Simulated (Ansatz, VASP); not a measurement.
## Two plane-wave programs on TaSi7

```
Ta Si
1.0
     0.00000    4.77444    4.77444
     4.77444    0.00000    4.77444
     4.77444    4.77444    0.00000
Ta Si
1 7
Cartesian
  0.0000 0.0000 0.0000
  2.4638 4.7744 4.7744
  7.0851 4.7744 4.7744
  4.7744 2.4638 4.7744
  4.7744 7.0851 4.7744
  4.7744 4.7744 2.4638
  4.7744 4.7744 7.0851
  4.7744 4.7744 4.7744
```

Alike in both runs: functional PBE; k mesh 4 × 4 × 4; occupations gaussian, width 0.1 eV; no spin polarisation.

Ansatz relaxed the structure, and its values are those at the end. VASP's run is a single point on that final structure, the one shown.

```csv
,VASP,Ansatz
version,VASP 6.6.1,Ansatz 0.2.0
potentials or method,"VASP PAW PBE potentials, release 64 (Ta_pv, Si)","scalar-relativistic, plane waves, PAW"
plane-wave cutoff (eV),520,420
valence electrons in the cell,39,41
```

VASP gave:

- gap on the k mesh at the Fermi level (eV): none
- pressure (GPa): 0.0
- rms of the force components (eV/Å): 0.012

Q: Which values does Ansatz return?

A: gap on the k mesh at the Fermi level (eV): none; pressure (GPa): 0.0; rms of the force components (eV/Å): 0.003.

A gap of «none» marks a metal or a gap that the smearing closes. The two sets of potentials don't hold the same shells in valence.

The runs have no spin-orbit coupling, so splittings on Ta are missing.
